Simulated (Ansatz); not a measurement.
**Cold compression of Ga (diamond type)**

```yaml
crystal:
  lattice:
    - [0.00000, 2.93961, 2.93961]
    - [2.93961, 0.00000, 2.93961]
    - [2.93961, 2.93961, 0.00000]
  atoms:
    - { symbol: Ga, position: [0.87500, 0.87500, 0.87500] }
    - { symbol: Ga, position: [0.12500, 0.12500, 0.12500] }
```

The cell comes from a relaxation on PAW files under the same functional, begun from a prototype that needn't be the stable phase.

Its volume is scaled at fixed shape and fractional positions.

All numbers are PBE results (scalar-relativistic) from Ansatz 0.2.0, with a Γ-centred 11×11×11 k mesh, Fermi–Dirac smearing of 0.05 eV, no spin polarisation. Methods: LAPW: all electrons, basis error target 1 meV/atom; PAW: frozen-core files, cutoff 420 eV; crystal datasets: all electrons, by PAW datasets that the program makes for each cell; norm-conserving: pseudopotentials, cutoff 1088 eV; PAW (partial waves polarizable): frozen-core files, cutoff 420 eV.

Energies are extrapolated to zero smearing and count from the unscaled cell; pressure is positive in compression; gaps take the mesh and a band path. No temperature or zero-point motion is included.

```tsv
V/V0	V (Å³/atom)	P LAPW (GPa)	ΔE LAPW (eV/atom)	P PAW − LAPW (GPa)	ΔE PAW − LAPW (meV/atom)
1.00	25.40	0.01	0.000	-0.01	0.0
0.88	22.35	?	?	?	?
0.78	19.81	16.43	0.223	-0.02	-0.4
0.68	17.27	35.0	0.616	-0.01	-0.6
0.58	14.73	70.7	1.421	-0.01	-0.8
0.50	12.70	125.6	2.631	-0.05	-1.0
0.43	10.92	213.5	4.463	-0.56	-3.6
```

Question: Fit the Vinet equation to the LAPW pressures shown (residuals weighted by 1/(|P| + 0.03·Pmax)), and predict the pressure of the withheld row.

Answer: The fit gives V0 = 25.42 Å³/atom, B0 = 34.9 GPa and B0′ = 5.20. At 22.35 Å³/atom, x = (V/V0)^(1/3) = 0.9581, and P = 3·B0·(1 − x)/x²·exp[1.5·(B0′ − 1)·(1 − x)] = 6.22 GPa. The run itself gave 6.25 GPa (-0.4 % off) and ΔE = 0.052 eV/atom.

Question: From the table, what is the rise of the enthalpy H = E + pV up to the last row, and how stiff is the crystal between the last two rows?

Answer: ΔH = 4.463 eV + (213.5 GPa × 10.92 Å³ − 0.01 GPa × 25.40 Å³) × 0.006242 eV/(GPa·Å³) = 19.02 eV/atom, of which pV makes 77 %. The mean bulk modulus there is −ΔP/Δln V = 583 GPa.

Question: At the smallest volume, how far do crystal datasets and norm-conserving and PAW (partial waves polarizable) lie from LAPW in pressure?

Answer: crystal datasets: 0.00 GPa; norm-conserving: +2.11 GPa; PAW (partial waves polarizable): -0.58 GPa, on a LAPW pressure of 213.5 GPa.

Question: How do the Löwdin populations by LAPW change from the unscaled cell to the last row?

Answer: Ga 3s 1.98 → 1.93, Ga 4s 1.18 → 0.85, Ga 4p 1.84 → 2.27, Ga 3d 9.99 → 9.95 electrons an atom. These are projections on the shells that the free atoms fill; 0.04 e a cell lies outside them at the start and 0.04 e at the end.
